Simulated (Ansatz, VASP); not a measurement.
# One calculation of La, two programs

```
La
1.0
     3.40051    0.00000    0.00000
    -1.70026    2.94493    0.00000
     0.00000    0.00000    5.71468
La
2
Direct
  0.33333 0.66667 0.25000
  0.66667 0.33333 0.75000
```

Alike in both runs: functional PBE; k mesh 13 × 13 × 7; occupations fermi-dirac, width 0.05 eV; no spin polarisation.

Ansatz relaxed the structure, and its values are those at the end. VASP's run is a single point on that final structure, the one shown.

```csv
,VASP,Ansatz
version,VASP 6.6.1,Ansatz 0.2.0
potentials or method,"VASP PAW PBE potentials, release 64 (La), cutoff 520 eV","all-electron LAPW, non-relativistic"
```

VASP gave:

| Item | Value |
| --- | --- |
| pressure (GPa) | 9.4 |

Task: What did Ansatz give for the same quantities?

Result: Pressure (GPa): 0.0.

One of these differences is far larger than is usual between the two programs; its cause wasn't traced. Ansatz ran all-electron here, so the differences hold the error of VASP's frozen core and of both bases.

Spin-orbit coupling is left out, which matters for the levels of La.
